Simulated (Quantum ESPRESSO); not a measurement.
Wanted: the native input for a Quantum ESPRESSO 7.5 run.

* Task: relaxation of cell and atoms
* Functional: PBEsol
* Potentials or basis: SSSP 1.3 efficiency PBE
* Cutoff: 939 eV
* Density cutoff: 7510 eV
* k mesh: 10 × 10 × 6
* Occupations: fermi-dirac, width 0.05 eV
* Spin: no spin polarisation
* Target pressure: 10 GPa
* Mixing beta: 0.5
* Most SCF iterations: 120
* SCF threshold: 8e-10 Ry
* Most ionic steps: 40
* Forc conv thr: 0.0004 Ry/bohr
* Etot conv thr: 1e-05 Ry
* Ion dynamics: bfgs
* Cell dynamics: bfgs
* Press conv thr: 0.3 kbar

AlN:

```
Al N
1.0
     3.11300    0.00000    0.00000
    -1.55650    2.69594    0.00000
     0.00000    0.00000    4.98100
Al N
2 2
Direct
  0.66667 0.33333 0.50000
  0.33333 0.66667 0.00000
  0.66667 0.33333 0.88000
  0.33333 0.66667 0.38000
```

The input as run:

pw.in

```
&CONTROL
  calculation = 'vc-relax'
  prefix = 'pwscf'
  outdir = './tmp'
  pseudo_dir = './pseudo'
  tprnfor = .true.
  tstress = .true.
  disk_io = 'low'
  nstep = 40
  forc_conv_thr = 0.0004
  etot_conv_thr = 1d-05
/
&SYSTEM
  ibrav = 0
  nat = 4
  ntyp = 2
  ecutwfc = 69
  ecutrho = 552
  nbnd = 14
  input_dft = 'pbesol'
  occupations = 'smearing'
  smearing = 'fd'
  degauss = 0.00367493
/
&ELECTRONS
  conv_thr = 8d-10
  electron_maxstep = 120
  mixing_beta = 0.5
/
&IONS
  ion_dynamics = 'bfgs'
/
&CELL
  cell_dynamics = 'bfgs'
  press = 100
  press_conv_thr = 0.3
/
ATOMIC_SPECIES
Al    26.9815 Al.pbe-n-kjpaw_psl.1.0.0.UPF
N     14.0070 N.pbe-n-radius_5.UPF
CELL_PARAMETERS angstrom
   3.1130000000    0.0000000000    0.0000000000
  -1.5565000000    2.6959370820    0.0000000000
   0.0000000000    0.0000000000    4.9810000000
ATOMIC_POSITIONS crystal
Al     0.6666666667    0.3333333333    0.5000000000
Al     0.3333333333    0.6666666667    0.0000000000
N      0.6666666667    0.3333333333    0.8800000000
N      0.3333333333    0.6666666667    0.3800000000
K_POINTS automatic
10 10 6 0 0 0
```

Potentials or basis: SSSP 1.3 efficiency PBE.

The run is started by

```sh
$ OMP_NUM_THREADS=1 pw.x -in pw.in > pw.out
```

It gave:

* Relaxed volume: 10.04 Å³/atom
* Relaxed cell: a = 3.075 Å, b = 3.075 Å, c = 4.905 Å, α = 90.00°, β = 90.00°, γ = 120.00°
* Space group after relaxing (to 0.05 Å): P6_3mc (No. 186)
* Energy change on relaxing (the enthalpy is what falls): +13.5 meV/atom
* Ionic steps: 7
* Pressure after relaxing: 10.0 GPa
* Band gap on the k mesh: 4.41 eV, direct

Caveat: the potentials were made for another functional, which shifts forces and pressure.

It took 5.7 min on 1 thread of Arm Neoverse V1, on a shared host, peak memory 0.28 GiB.
